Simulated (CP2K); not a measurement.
# CdTe (F-43m) in CP2K: settings compared

The runs below take CdTe through band structure, with PBE, LDA, vdW-DF2, BLYP, RPBE, MS2.

Program: CP2K 2026.2. These are calculated values, not measurements. Logs are shortened: lines on timing, memory, paths and dates and some standing lists are left out, and cuts for length are marked.

**The experiment to reproduce.**

A printed reference work, data compilation reports, for a bulk crystal of CdTe at 0 K: band gap 1.607 eV.

The runs below are set against these values where they give the same quantity.

## (1) The structure

Symmetry: F-43m, No. 216, cubic system. Conventional cell: a = 6.410 Å, b = 6.410 Å, c = 6.410 Å, α = 90.00°, β = 90.00°, γ = 90.00°. Te (site symmetry -43m) has 4 Cd at 2.78 Å as nearest neighbours. Cd (site symmetry -43m) has 4 Te at 2.78 Å as nearest neighbours.

## (2) Band structure, PBE

cdte_bands.inp

```
&GLOBAL
  PROJECT cdte_bands
  RUN_TYPE ENERGY_FORCE
  PRINT_LEVEL LOW
&END GLOBAL
&FORCE_EVAL
  METHOD QS
  STRESS_TENSOR ANALYTICAL
  &DFT
    BASIS_SET_FILE_NAME BASIS_MOLOPT_UZH
    POTENTIAL_FILE_NAME POTENTIAL_UZH
    &MGRID
      CUTOFF 675
      REL_CUTOFF 60
      NGRIDS 4
    &END MGRID
    &QS
      METHOD GPW
      EPS_DEFAULT 1.0E-10
    &END QS
    &KPOINTS
      SCHEME MONKHORST-PACK 7 7 7
      GAMMA_CENTERED T
      SYMMETRY T
      SYMMETRY_BACKEND SPGLIB
    &END KPOINTS
    &SCF
      SCF_GUESS ATOMIC
      EPS_SCF 1.0E-6
      MAX_SCF 100
      ADDED_MOS 10
      CHOLESKY OFF
      EPS_EIGVAL 1.0E-7
      &DIAGONALIZATION ON
        ALGORITHM STANDARD
      &END DIAGONALIZATION
      &MIXING ON
        METHOD BROYDEN_MIXING
        ALPHA 0.4
        BETA 1.5
        NBUFFER 8
      &END MIXING
      &SMEAR ON
        METHOD FERMI_DIRAC
        ELECTRONIC_TEMPERATURE [K] 580.226
      &END SMEAR
    &END SCF
    &XC
      &XC_FUNCTIONAL
        &GGA_X_PBE
        &END GGA_X_PBE
        &GGA_C_PBE
        &END GGA_C_PBE
      &END XC_FUNCTIONAL
    &END XC
    &PRINT
      &KPOINTS ON
      &END KPOINTS
      &MULLIKEN ON
      &END MULLIKEN
      &MO ON
        ENERGIES T
        OCCUPATION_NUMBERS T
        &EACH
          QS_SCF 0
        &END EACH
        ADD_LAST NUMERIC
      &END MO
      &BAND_STRUCTURE
        FILE_NAME bands.bs
        ADDED_MOS 6
        &KPOINT_SET
          UNITS B_VECTOR
          NPOINTS 6
          SPECIAL_POINT GAMMA 0.00000000 0.00000000 0.00000000
          SPECIAL_POINT X 0.50000000 0.00000000 0.50000000
          SPECIAL_POINT W 0.50000000 0.25000000 0.75000000
          SPECIAL_POINT K 0.37500000 0.37500000 0.75000000
          SPECIAL_POINT GAMMA 0.00000000 0.00000000 0.00000000
          SPECIAL_POINT L 0.50000000 0.50000000 0.50000000
          SPECIAL_POINT U 0.62500000 0.25000000 0.62500000
          SPECIAL_POINT W 0.50000000 0.25000000 0.75000000
          SPECIAL_POINT L 0.50000000 0.50000000 0.50000000
          SPECIAL_POINT K 0.37500000 0.37500000 0.75000000
        &END KPOINT_SET
        &KPOINT_SET
          UNITS B_VECTOR
          NPOINTS 6
          SPECIAL_POINT U 0.62500000 0.25000000 0.62500000
          SPECIAL_POINT X 0.50000000 0.00000000 0.50000000
        &END KPOINT_SET
      &END BAND_STRUCTURE
    &END PRINT
  &END DFT
  &SUBSYS
    &CELL
      A 4.5325544674 0.0000000000 0.0000000000
      B 2.2662772337 3.9253073128 0.0000000000
      C 2.2662772337 1.3084357709 3.7008152255
      PERIODIC XYZ
    &END CELL
    &COORD
      Te  6.7988317011 3.9253073128 2.7756114191
      Cd  0.0000000000 0.0000000000 0.0000000000
    &END COORD
    &KIND Te
      BASIS_SET TZVP-MOLOPT-PBE-GTH-q6
      POTENTIAL GTH-PBE-q6
    &END KIND
    &KIND Cd
      BASIS_SET TZVP-MOLOPT-PBE-GTH-q12
      POTENTIAL GTH-PBE-q12
    &END KIND
    &PRINT
      &ATOMIC_COORDINATES ON
      &END ATOMIC_COORDINATES
      &CELL ON
      &END CELL
      &SYMMETRY ON
      &END SYMMETRY
    &END PRINT
  &END SUBSYS
  &PRINT
    &FORCES ON
    &END FORCES
    &STRESS_TENSOR ON
    &END STRESS_TENSOR
  &END PRINT
&END FORCE_EVAL
```

Potentials or basis: POTENTIAL_UZH Te GTH-PBE-q6, Cd GTH-PBE-q12; TZVP-MOLOPT-PBE-GTH basis.

Started as:

```
$ OMP_NUM_THREADS=1 cp2k.psmp -i cdte_bands.inp -o cdte_bands.out
```

cdte_bands.out:

```text

 CP2K| version string:                                       CP2K version 2026.2
 CP2K| Input file name                                            cdte_bands.inp

 GLOBAL| Force Environment number                                              1
 GLOBAL| Basis set file name                                    BASIS_MOLOPT_UZH
 GLOBAL| Potential file name                                       POTENTIAL_UZH
 GLOBAL| MM Potential file name                                     MM_POTENTIAL
 GLOBAL| Coordinate file name                                      __STD_INPUT__
 GLOBAL| Method name                                                        CP2K
 GLOBAL| Project name                                                 cdte_bands
 GLOBAL| Run type                                                   ENERGY_FORCE
 GLOBAL| FFT library                                                       FFTW3
[... 8 lines left out ...]
 GLOBAL| CPU model name                                                  UNKNOWN

 CELL| Volume [angstrom^3]:                                            65.843680
 CELL| Vector a [angstrom]:       4.533     0.000     0.000   |a| =     4.532554
 CELL| Vector b [angstrom]:       2.266     3.925     0.000   |b| =     4.532554
 CELL| Vector c [angstrom]:       2.266     1.308     3.701   |c| =     4.532554
 CELL| Angle (b,c), alpha [degree]:                                    60.000000
 CELL| Angle (a,c), beta  [degree]:                                    60.000000
 CELL| Angle (a,b), gamma [degree]:                                    60.000000
 CELL| Numerically orthorhombic:                                              NO
 CELL| Periodicity                                                           XYZ

 CELL_REF| Volume [angstrom^3]:                                        65.843680
 CELL_REF| Vector a [angstrom     4.533     0.000     0.000   |a| =     4.532554
 CELL_REF| Vector b [angstrom     2.266     3.925     0.000   |b| =     4.532554
 CELL_REF| Vector c [angstrom     2.266     1.308     3.701   |c| =     4.532554
 CELL_REF| Angle (b,c), alpha [degree]:                                60.000000
 CELL_REF| Angle (a,c), beta  [degree]:                                60.000000
 CELL_REF| Angle (a,b), gamma [degree]:                                60.000000
 CELL_REF| Numerically orthorhombic:                                          NO
[... 11 lines left out ...]

  Total number of            - Atomic kinds:                                   2
                             - Atoms:                                          2
                             - Shell sets:                                     2
                             - Shells:                                        17
                             - Primitive Cartesian functions:                  9
                             - Cartesian basis functions:                     58
                             - Spherical basis functions:                     51

  Maximum angular momentum of- Orbital basis functions:                        3
                             - Local part of the GTH pseudopotential:          0
                             - Non-local part of the GTH pseudopotential:      4

 MODULE QUICKSTEP: ATOMIC COORDINATES IN ANGSTROM

   Atom Kind Element         X             Y             Z       Z(eff)     Mass
      1    1 Te   52      6.798832      3.925307      2.775611   6.0000 127.6000
      2    2 Cd   48      0.000000      0.000000      0.000000  12.0000 112.4110

 Crystal Symmetry Information
       International Symbol:                                               F-43m
       Point Group Symbol:                                                  -43m
       Schoenflies Symbol:                                                  Td^2
       Number of Symmetry Operations:                                         24

 SCF PARAMETERS         Density guess:                                    ATOMIC
[... 9 lines left out ...]
                        --------------------------------------------------------
                        level_shift [a.u.]:                             0.000000
                        added MOs                                        10    0
                        --------------------------------------------------------
                        Mixing method:                            BROYDEN_MIXING
[... 11 lines left out ...]
 *******************************************************************************
 BRILLOUIN| K-point scheme                                        Monkhorst-Pack
 BRILLOUIN| K-Point grid                                             7    7    7
 BRILLOUIN| Gamma-centered k-point mesh                                     ON
 BRILLOUIN| K-point symmetry accuracy                               0.100000E-05
 BRILLOUIN| K-Point point group symmetrization                                ON
 BRILLOUIN| Symmetry backend                                             SPGLIB
 BRILLOUIN| Symmetry reduction method                                    SPGLIB
 BRILLOUIN| Wavefunction type                                            COMPLEX
 BRILLOUIN| List of Kpoints [2 Pi/Bohr]                                       20
 BRILLOUIN| Number           Weight            X              Y              Z
 BRILLOUIN|     1           0.02332       -0.42857       -0.42857       -0.42857
 BRILLOUIN|     2           0.06997       -0.42857       -0.42857       -0.28571
 BRILLOUIN|     3           0.06997       -0.42857       -0.42857       -0.14286
 BRILLOUIN|     4           0.01749       -0.42857       -0.42857        0.00000
 BRILLOUIN|     5           0.03499       -0.42857       -0.42857        0.14286
 BRILLOUIN|     6           0.06997       -0.42857       -0.42857        0.28571
[... 12 lines left out ...]
 BRILLOUIN|    19           0.01749       -0.14286       -0.14286        0.00000
 BRILLOUIN|    20           0.00292        0.00000        0.00000        0.00000
 *******************************************************************************

 Extrapolation method: initial_guess

 Number of electrons:                                                         18
 Number of occupied orbitals:                                                  9
 Number of molecular orbitals:                                                19

 Number of orbital functions:                                                 51
 Number of independent orbital functions:                                     51

 SCF WAVEFUNCTION OPTIMIZATION

  Step     Update method      Time    Convergence         Total energy    Change
  ------------------------------------------------------------------------------
     1 NoMix/Diag. 0.40E+00    1.3     1.30384925       -54.3443234744 -5.43E+01
     2 Broy./Diag. 0.40E+00    1.5     0.03156037       -54.4073003512 -6.30E-02
     3 Broy./Diag. 0.40E+00    1.4     0.09040941       -54.2888579977  1.18E-01
     4 Broy./Diag. 0.40E+00    1.4     0.00506836       -54.2212946312  6.76E-02
     5 Broy./Diag. 0.40E+00    1.5     0.00181148       -54.2643442332 -4.30E-02
     6 Broy./Diag. 0.40E+00    1.5     0.00209217       -54.2704742241 -6.13E-03
     7 Broy./Diag. 0.40E+00    1.5     0.00124370       -54.2643555324  6.12E-03
     8 Broy./Diag. 0.40E+00    1.5     0.00145241       -54.2618611447  2.49E-03
     9 Broy./Diag. 0.40E+00    1.5     0.00027397       -54.2625606749 -7.00E-04
    10 Broy./Diag. 0.40E+00    1.5     0.00007564       -54.2628848937 -3.24E-04
    11 Broy./Diag. 0.40E+00    1.5     0.00002251       -54.2629995317 -1.15E-04
    12 Broy./Diag. 0.40E+00    1.5     0.00000435       -54.2630342291 -3.47E-05
    13 Broy./Diag. 0.40E+00    1.5     0.00000860       -54.2630568452 -2.26E-05
    14 Broy./Diag. 0.40E+00    1.5     0.00000238       -54.2630758431 -1.90E-05
    15 Broy./Diag. 0.40E+00    1.5     0.00000080       -54.2630768896 -1.05E-06

  *** SCF run converged in    15 steps ***

  Electronic density on regular grids:        -17.9999999983        0.0000000017
  Core density on regular grids:               17.9999999969       -0.0000000031
  Total charge density on r-space grids:       -0.0000000014
  Total charge density g-space grids:          -0.0000000014

  Overlap energy of the core charge distribution:               0.00000000238372
  Self energy of the core charge distribution:                -91.51912444774888
  Core Hamiltonian energy:                                     27.71066228607473
  Hartree energy:                                              18.01296395350403
  Exchange-correlation energy:                                 -8.46757862161079
  Electronic entropic energy:                                  -0.00000006221133
  Fermi energy:                                                 0.14389108385651

  Total energy:                                               -54.26307688960997
  Total energy (extrapolated to T->0):                        -54.26307685850431

 MO| EIGENVALUES AND OCCUPATION NUMBERS FOR K POINT 1
 MO|
 MO|  Index      Eigenvalue [a.u.]        Eigenvalue [eV]             Occupation
 MO|      1              -0.276447              -7.522505               2.000000
 MO|      2              -0.181639              -4.942649               2.000000
 MO|      3              -0.181639              -4.942648               2.000000
 MO|      4              -0.173120              -4.710837               2.000000
 MO|      5              -0.173120              -4.710837               2.000000
 MO|      6              -0.161828              -4.403552               2.000000
[... 343 lines left out ...]
 MO|     18               0.708368              19.275675               0.000000
 MO|     19               0.708371              19.275746               0.000000
 MO| Sum:                                                              18.000000
 MO| E(Fermi):            0.143891 a.u.          3.915476 eV

 [... the levels of further k-points ...]

 !-----------------------------------------------------------------------------!
                     Mulliken Population Analysis

 #  Atom  Element  Kind  Atomic population                           Net charge
       1     Te       1          6.626992                             -0.626992
       2     Cd       2         11.373008                              0.626992
 # Total charge                             18.000000                 -0.000000

 !-----------------------------------------------------------------------------!

 KPOINTS| Band Structure Calculation
 KPOINTS| Number of k-point sets                                               2
 KPOINTS| Number of added MOs/bands                                            6
 KPOINTS| Number of k-points in set    1                                      55
 KPOINTS| In units of b-vector [2pi/Bohr]
 KPOINTS| Special point     1       GAMMA     0.000000     0.000000     0.000000
 KPOINTS| Special point     2           X     0.500000     0.000000     0.500000
 KPOINTS| Special point     3           W     0.500000     0.250000     0.750000
 KPOINTS| Special point     4           K     0.375000     0.375000     0.750000
 KPOINTS| Special point     5       GAMMA     0.000000     0.000000     0.000000
 KPOINTS| Special point     6           L     0.500000     0.500000     0.500000
 KPOINTS| Special point     7           U     0.625000     0.250000     0.625000
 KPOINTS| Special point     8           W     0.500000     0.250000     0.750000
 KPOINTS| Special point     9           L     0.500000     0.500000     0.500000
 KPOINTS| Special point    10           K     0.375000     0.375000     0.750000
 KPOINTS| Number of k-points in set    2                                       7
 KPOINTS| In units of b-vector [2pi/Bohr]
 KPOINTS| Special point     1           U     0.625000     0.250000     0.625000
 KPOINTS| Special point     2           X     0.500000     0.000000     0.500000

 ENERGY| Total FORCE_EVAL ( QS ) energy [hartree]            -54.263075720425981

 FORCES| Atomic forces [hartree/bohr]
 FORCES|   Atom     x               y               z               |f|
 FORCES|      1 -2.85387667E-10 -2.71534947E-08 -1.23279329E-08   2.98223348E-08
 FORCES|      2  1.84033837E-10  2.70950146E-08  1.22867939E-08   2.97512855E-08
 FORCES| Sum    -1.01353831E-10 -5.84801358E-11 -4.11390418E-11
 FORCES| Total atomic force                                       1.24036067E-10

 STRESS| Analytical stress tensor [bar]
 STRESS|                        x                   y                   z
 STRESS|      x        4.85873211672E+04   1.50268065528E-03   5.86262453009E-03
 STRESS|      y        1.50268065528E-03   4.85873191086E+04   9.87278335035E-02
 STRESS|      z        5.86262453009E-03   9.87278335035E-02   4.85872531030E+04
 STRESS| 1/3 Trace                                             4.85872977929E+04
 STRESS| Determinant                                           1.14701273207E+14

 STRESS| Eigenvectors and eigenvalues of the analytical stress tensor [bar]
 STRESS|                        1                   2                   3
 STRESS| Eigenvalues   4.85871818998E+04   4.85873209638E+04   4.85873905152E+04
 STRESS|      x          -0.027865343289      0.997370151766      0.066905179247
 STRESS|      y          -0.583633384840     -0.070571336232      0.808944842745
 STRESS|      z           0.811539028479     -0.016506570482      0.584065012123
```

It took 26 s on 1 thread of Arm Neoverse V1, shared host; peak memory 0.41 GiB.

What came out:

| Quantity | Value |
| --- | --- |
| Free energy | -1476.5734 eV |
| Pressure | 4.9 GPa |
| Band gap on the k mesh | 0.88 eV, direct |
| Band gap along the path | 0.88 eV, direct |
| Mulliken charges | Te -0.63; Cd +0.63 e |

Levels at the corners of the path, in eV from the valence-band top:
```tsv
point	band 6	band 7	band 8	band 9	band 10	band 11	band 12	band 13
Γ	-8.17	0.00	0.00	0.00	0.88	4.78	4.78	4.78
X	-7.63	-4.48	-1.99	-1.99	2.57	2.68	9.12	9.76
W	-7.54	-4.35	-2.47	-2.36	4.41	4.72	5.87	6.38
K	-7.58	-4.38	-2.72	-1.65	2.92	4.62	7.60	7.80
Γ	-8.17	0.00	0.00	0.00	0.88	4.78	4.78	4.78
L	-7.78	-4.63	-0.83	-0.83	1.88	5.29	5.29	7.29
U	-7.58	-4.38	-2.72	-1.65	2.92	4.62	7.60	7.80
W	-7.54	-4.35	-2.47	-2.36	4.41	4.72	5.87	6.38
L	-7.78	-4.63	-0.83	-0.83	1.88	5.29	5.29	7.29
K	-7.58	-4.38	-2.72	-1.65	2.92	4.62	7.60	7.80
U	-7.58	-4.38	-2.72	-1.65	2.92	4.62	7.60	7.80
X	-7.63	-4.48	-1.99	-1.99	2.57	2.68	9.12	9.76
```

Caveat: Mulliken charges move with the basis; spin-orbit coupling is left out, which moves the levels of the heavy elements; the basis of atomic orbitals isn't converged, which shifts pressures, moduli and gaps.

## (3) Band structure, LDA

cdte_bands.inp: that of step 2 with these lines changed.

```diff
@@ -49,6 +49,6 @@
       &XC_FUNCTIONAL
-        &GGA_X_PBE
-        &END GGA_X_PBE
-        &GGA_C_PBE
-        &END GGA_C_PBE
+        &LDA_X
+        &END LDA_X
+        &LDA_C_PW
+        &END LDA_C_PW
       &END XC_FUNCTIONAL
```

Potentials or basis: POTENTIAL_UZH Te GTH-PBE-q6, Cd GTH-PBE-q12; TZVP-MOLOPT-PBE-GTH basis.

Started as:

```
$ OMP_NUM_THREADS=1 cp2k.psmp -i cdte_bands.inp -o cdte_bands.out
```

Run time: 23 s. Hardware: 1 thread of Arm Neoverse V1, shared host; peak memory 0.4 GiB.

Results (log left out):

* Free energy: -1473.1155 eV
* Pressure: 1.9 GPa
* Band gap on the k mesh: 0.61 eV, direct
* Band gap along the path: 0.61 eV, direct
* Mulliken charges: Te -0.50; Cd +0.50 e

Levels at the corners of the path, in eV from the valence-band top:
| point | band 7 | band 8 | band 9 | band 10 | band 11 | band 12 |
| --- | --- | --- | --- | --- | --- | --- |
| Γ | 0.00 | 0.00 | 0.00 | 0.61 | 4.55 | 4.55 |
| X | -4.64 | -2.07 | -2.07 | 2.28 | 2.46 | 8.90 |
| W | -4.52 | -2.57 | -2.48 | 4.28 | 4.50 | 5.61 |
| K | -4.54 | -2.84 | -1.72 | 2.67 | 4.43 | 7.36 |
| Γ | 0.00 | 0.00 | 0.00 | 0.61 | 4.55 | 4.55 |
| L | -4.80 | -0.87 | -0.87 | 1.63 | 5.07 | 5.07 |
| U | -4.54 | -2.84 | -1.72 | 2.67 | 4.43 | 7.36 |
| W | -4.52 | -2.57 | -2.48 | 4.28 | 4.50 | 5.61 |
| L | -4.80 | -0.87 | -0.87 | 1.63 | 5.07 | 5.07 |
| K | -4.54 | -2.84 | -1.72 | 2.67 | 4.43 | 7.36 |
| U | -4.54 | -2.84 | -1.72 | 2.67 | 4.43 | 7.36 |
| X | -4.64 | -2.07 | -2.07 | 2.28 | 2.46 | 8.90 |

Caveat: Mulliken charges move with the basis; the potentials were made for another functional, which shifts forces and pressure; spin-orbit coupling is left out, which moves the levels of the heavy elements; the basis of atomic orbitals isn't converged, which shifts pressures, moduli and gaps.

[end of part 1 of 2]
